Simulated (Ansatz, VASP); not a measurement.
# Two plane-wave programs on Ti

INCAR

```
SYSTEM = Ti
PREC = Accurate
ENCUT = 520
EDIFF = 1E-6
ISMEAR = 1
SIGMA = 0.05
LREAL = .False.
LASPH = .True.
NELM = 80
ALGO = Normal
ISIF = 2
LWAVE = .False.
LCHARG = .True.
GGA = PS
LELF = .True.
LVHAR = .True.
NBANDS = 12
```

Contents of KPOINTS:

```
regular mesh
0
Gamma
  10 10 10
  0 0 0
```

File POSCAR:

```
Ti
1.0
   -1.6410000000      1.6410000000      1.6410000000
    1.6410000000     -1.6410000000      1.6410000000
    1.6410000000      1.6410000000     -1.6410000000
Ti
1
Direct
    0.0000000000      0.0000000000      0.0000000000
```

Input for Ansatz:

```yaml
crystal:
  lattice:
    - [-1.641, 1.641, 1.641]
    - [1.641, -1.641, 1.641]
    - [1.641, 1.641, -1.641]
  atoms:
    - { symbol: Ti, position: [0.0, 0.0, 0.0] }
basis:
  ecutwfc: 550.0
kpoints:
  mp_grid:
    grid: [10, 10, 10]
hamiltonian:
  xc: pbesol
scf:
  occupations:
    method: cold
    width: 0.05
output:
  stress: true
```

This isn't the form of Ti at room conditions, which is hcp.

Alike in both runs: task single point; functional PBEsol; k mesh 10 × 10 × 10; no spin polarisation.

```csv
,VASP,Ansatz
version,VASP 6.6.1,Ansatz 0.2.0
potentials or method,"VASP PAW PBE potentials, release 64 (Ti_sv)","plane waves, PAW"
plane-wave cutoff (eV),520,550
occupations,"methfessel-paxton of order 1, width 0.05 eV","cold, width 0.05 eV"
valence electrons in the cell,12,12
```

```csv
,VASP,Ansatz,Ansatz less VASP
pressure (GPa),-7.2,-7.0,+0.18
```

Caveats: the PAW data sets were made with another functional, which shifts forces and pressure a little (VASP).
